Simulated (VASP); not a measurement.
A run of VASP 6.6.1 is set up as follows.

File INCAR:

```
SYSTEM = RbBr
  PREC = Accurate
  ENCUT = 520
  EDIFF = 1E-6
  ISMEAR = 0
  SIGMA = 0.02
  LREAL = .False.
  LASPH = .True.
  NELM = 60
  ALGO = Normal
  ISIF = 2
  LWAVE = .False.
  LCHARG = .False.
  GGA = PE
  NBANDS = 15
```

File KPOINTS:

```
Automatic mesh
0
Gamma
  6 6 6
  0 0 0
```

Contents of POSCAR:

```
RbBr
1.0
    0.0000000000      3.5064332256      3.5064332256
    3.5064332256      0.0000000000      3.5064332256
    3.5064332256      3.5064332256      0.0000000000
Rb Br
1 1
Direct
    0.0000000000      0.0000000000      0.0000000000
    0.5000000000      0.5000000000      0.5000000000
```

Potentials or basis: VASP PAW PBE potentials, release 64 (Rb_sv, Br).

Command:

```bash
$ cat potpaw_PBE.64/Rb_sv/POTCAR potpaw_PBE.64/Br/POTCAR > POTCAR
$ mpirun -np 1 vasp_std > vasp.out
```

Task: What does it give for the band gap on the k mesh?

Result: 4.19 eV, direct.

Task: What does it give for the pressure?

Result: 0.0 GPa.
